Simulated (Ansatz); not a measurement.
Input, command and steps of an Ansatz relaxation.

```yaml
crystal:
  lattice:
    - [3.9702544626, 0.0, 0.0]
    - [-1.9851272313, 3.4383412241, 0.0]
    - [0.0, 0.0, 6.5244229628]
  atoms:
    - { symbol: Ca, position: [0.3333333333, 0.6666666667, 0.25] }
    - { symbol: Ca, position: [0.6666666667, 0.3333333333, 0.75] }
basis:
  ecutwfc: 420
kpoints:
  mp_grid: { grid: [12, 12, 8] }
hamiltonian:
  xc: pbe
scf:
  occupations: { method: gaussian, width: 0.1 }
output:
  forces: true
  stress: true
  eigenvalues: true
relax:
  adjacent_minimum: "off"
  f_tol: 0.01
  max_steps: 60
  cell: { stress_tol: 0.1 }
```

```bash
ansatz run input.yaml --threads 1 --pin off --max-ram 2560MiB --backend cpu --events-out ev --progress --plain --runs-dir out
```

These are results of DFT PBE, scalar-relativistic, plane waves, PAW in Ansatz, not measurements.

Of 4 frames 3 are shown, positions in Å and forces in eV/Å; the SCF threshold varies from step to step. Steps run on the plane waves of an earlier cell, with a Pulay correction in the pressure. The basis is chosen afresh for the last frame, the zero of the energies, and at times for earlier ones too; energy and pressure step there, also at an unchanged geometry.

```xyz
2
Lattice="3.9703 0.0000 0.0000 -1.9851 3.4383 0.0000 0.0000 0.0000 6.5244" Properties=species:S:1:pos:R:3:forces:R:3 pbc="T T T" step=1 free_energy_over_end_meV_per_atom=5.55 pressure_GPa=-0.79
Ca    0.0000    2.2922    1.6311    0.0000    0.0000    0.0000
Ca    1.9851    1.1461    4.8933    0.0000    0.0000    0.0000
2
Lattice="3.9417 0.0000 0.0000 -1.9709 3.4136 0.0000 0.0000 0.0000 6.4722" Properties=species:S:1:pos:R:3:forces:R:3 pbc="T T T" step=2 free_energy_over_end_meV_per_atom=1.64 pressure_GPa=-0.45
Ca    0.0000    2.2757    1.6180    0.0000    0.0000    0.0000
Ca    1.9709    1.1379    4.8541    0.0000    0.0000    0.0000
2
Lattice="3.9038 0.0000 0.0000 -1.9519 3.3808 0.0000 0.0000 0.0000 6.4106" Properties=species:S:1:pos:R:3:forces:R:3 pbc="T T T" step=4 free_energy_over_end_meV_per_atom=0.00 pressure_GPa=0.03
Ca    0.0000    2.2539    1.6026    0.0000    0.0000    0.0000
Ca    1.9519    1.1269    4.8079    0.0000    0.0000    0.0000
```

Time: 21 s on 1 thread of Intel(R) Xeon(R) Platinum 8375C CPU @ 2.90GHz (Ice Lake), with other jobs on the host, peak memory 0.47 GiB.